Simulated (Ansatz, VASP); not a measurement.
## PbSe (Clausthalite) in VASP and in Ansatz

The input INCAR:

```
PREC = Accurate ; ENCUT = 600
EDIFF = 1E-6 ; ISMEAR = -1
SIGMA = 0.05 ; LREAL = False
LASPH = True ; NELM = 100
ALGO = Normal ; ISIF = 3
LWAVE = False ; LCHARG = False
GGA = RP ; IBRION = 2
NSW = 60 ; EDIFFG = -0.02
```

Contents of KPOINTS:

```
Automatic mesh
0
Gamma
  8 8 8
```

POSCAR

```
PbSe
1.0
    0.0000000000      3.0606500000      3.0606500000
    3.0606500000      0.0000000000      3.0606500000
    3.0606500000      3.0606500000      0.0000000000
Pb Se
1 1
Direct
    0.0000000000      0.0000000000      0.0000000000
    0.5000000000      0.5000000000      0.5000000000
```

File input.yaml:

```yaml
crystal:
  lattice:
    - [0.0, 3.06065, 3.06065]
    - [3.06065, 0.0, 3.06065]
    - [3.06065, 3.06065, 0.0]
  atoms:
    - { symbol: Pb, position: [0.0, 0.0, 0.0] }
    - { symbol: Se, position: [0.5, 0.5, 0.5] }
hamiltonian:
  xc: rpbe
  pseudopotentials: { kind: paw }
kpoints:
  mp_grid: { grid: [8, 8, 8] }
scf:
  occupations: { method: fermi_dirac, width: 0.05 }
output:
  forces: true
  stress: true
  write_density: true
  write_potential: true
  elf: true
  volumetric_format: npy
relax:
  f_tol: 0.01
  max_steps: 40
  cell: { stress_tol: 0.05 }
```

Alike in both runs: task relaxation of cell and atoms; functional RPBE; k mesh 8 × 8 × 8; occupations fermi-dirac, width 0.05 eV; no spin polarisation.

```csv
,VASP,Ansatz
version,VASP 6.6.1,Ansatz 0.2.0
potentials or method,"VASP PAW PBE potentials, release 64 (Pb_d, Se)",Ansatz PAW
plane-wave cutoff (eV),600,420
valence electrons in the cell,20,30
```

Ansatz gave:

| Property | Result |
| --- | --- |
| gap on the k mesh at the Fermi level, each at its own relaxed structure (eV) | 0.63 |
| relaxed volume (Å³/atom) | 31.21 |
| relaxed cell length with the largest relative difference (Å) | 4.453 |
| energy change over the relaxation (meV/atom) | -31 |

Problem. Which values does VASP return?

Solution. gap on the k mesh at the Fermi level, each at its own relaxed structure (eV): 0.63; relaxed volume (Å³/atom): 31.18; relaxed cell length with the largest relative difference (Å): 4.451; energy change over the relaxation (meV/atom): -31.

The two sets of potentials don't hold the same shells in valence.

Caveats: spin-orbit coupling is left out, which as a rule narrows the gap of such compounds by several tenths of an eV; the PAW data sets were made with another functional, which shifts forces and pressure a little (VASP); the plane-wave basis is chosen anew once the cell has moved, so the energies of steps on either side of that aren't comparable (Ansatz); the PAW data sets come from PBE, with cores solved anew for the run's functional, which leaves a small shift of forces and pressure (Ansatz). Zero-point motion and thermal expansion aren't in these numbers. A k mesh can miss the band edges.
